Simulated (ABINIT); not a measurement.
Fe:

```
Fe
1.0
    -1.44300    1.44300    1.44300
     1.44300   -1.44300    1.44300
     1.44300    1.44300   -1.44300
Fe
1
Cartesian
  0.0000 0.0000 0.0000
```

```yaml
Program: ABINIT 10.8.3 (patched build)
Task: single point
Functional: PBE
Potentials_or_basis: JTH PAW PBE v2.0
Cutoff: 463 eV
k_mesh: 13 × 13 × 13
Occupations: fermi-dirac, width 0.05 eV
Spin: collinear spin, ferromagnetic start
Starting_moments: "[3.0] μB"
```

On this cell: net moment 2.25 μB per cell; site moments Fe +2.31 μB; band gap on the k mesh none (metal or under the smearing width).

The same run follows on a disturbed copy (cell strained at random at fixed volume):

```
Fe
1.0
    -1.48153    1.43424    1.45901
     1.46753   -1.43096    1.44173
     1.45354    1.40297   -1.45574
Fe
1
Direct
  0.98721 0.99305 0.98531
```

Q: What does the disturbed cell give?

A: The energy (extrapolated to zero smearing) moves by +2.6 meV/atom; net moment 2.25 μB per cell; site moments Fe +2.32 μB; band gap on the k mesh none (metal or under the smearing width).
